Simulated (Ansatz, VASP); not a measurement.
**Mg4Se in VASP and in Ansatz**

```
Mg Se
1.0
     3.13964    0.00000    0.00000
    -1.56982    2.71901    0.00000
     0.00000    0.00000   10.09546
Mg Se
4 1
Cartesian
  0.0000 1.8127 8.7412
  0.0000 1.8127 3.8039
  1.5698 0.9063 1.3543
  1.5698 0.9063 6.2915
  0.0000 0.0000 0.0000
```

Change from the starting cell: species swapped into the Co4H type (P-3m1, No. 164).

Alike in both runs: task single point; functional PBE; k mesh 6 × 6 × 2; occupations gaussian, width 0.1 eV; no spin polarisation.

|  | VASP | Ansatz |
| --- | --- | --- |
| version | VASP 6.6.1 | Ansatz 0.2.0 |
| potentials or method | VASP PAW PBE potentials, release 64 (Mg, Se) | scalar-relativistic, plane waves, PAW |
| plane-wave cutoff (eV) | 520 | 420 |
| valence electrons in the cell | 14 | 56 |

VASP gave:

- gap on the k mesh at the Fermi level (eV): none
- rms of the force components (eV/Å): 1.803

Task: Estimate Ansatz's values.

Result: gap on the k mesh at the Fermi level (eV): none; rms of the force components (eV/Å): 1.775.

Atom by atom the forces differ by 0.028 eV/Å (rms over components). A gap of «none» marks a metal or a gap that the smearing closes. With one functional, cell and mesh, what is left measures potentials, basis and numerics. The two sets of potentials don't hold the same shells in valence.

Caveats: the k mesh is coarse (spacing up to 0.39 Å⁻¹), so the values aren't converged; forces of over 1 eV/Å show positions far from the minimum, so gaps and moduli don't describe the material at rest.
